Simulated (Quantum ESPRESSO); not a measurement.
The system is ZnSe (Stilleite).

```
Se Zn
1.0
     0.00000    2.83380    2.83380
     2.83380    0.00000    2.83380
     2.83380    2.83380    0.00000
Se Zn
1 1
Cartesian
  4.2507 4.2507 4.2507
  0.0000 0.0000 0.0000
```

Base run:

* Program: Quantum ESPRESSO 7.5
* Functional: PBE
* Potentials or basis: Ansatz NC SR PBE
* Cutoff: 1170 eV
* Density cutoff: 4680 eV
* k mesh: 4 × 4 × 4, shifted
* Occupations: fermi-dirac, width 0.05 eV
* Spin: no spin polarisation

Its results: pressure 2.1 GPa; electronic dielectric tensor (diagonal) 7.36.

Problem. The run is repeated on the same cell with these changes: functional from PBE to WC. What comes out?

Solution. Pressure -1.4 GPa; electronic dielectric tensor (diagonal) 7.65.

WC binds more tightly than PBE, so the same cell stands under less pressure.

Caveats: the potentials were made for another functional, which shifts forces and pressure (some runs).
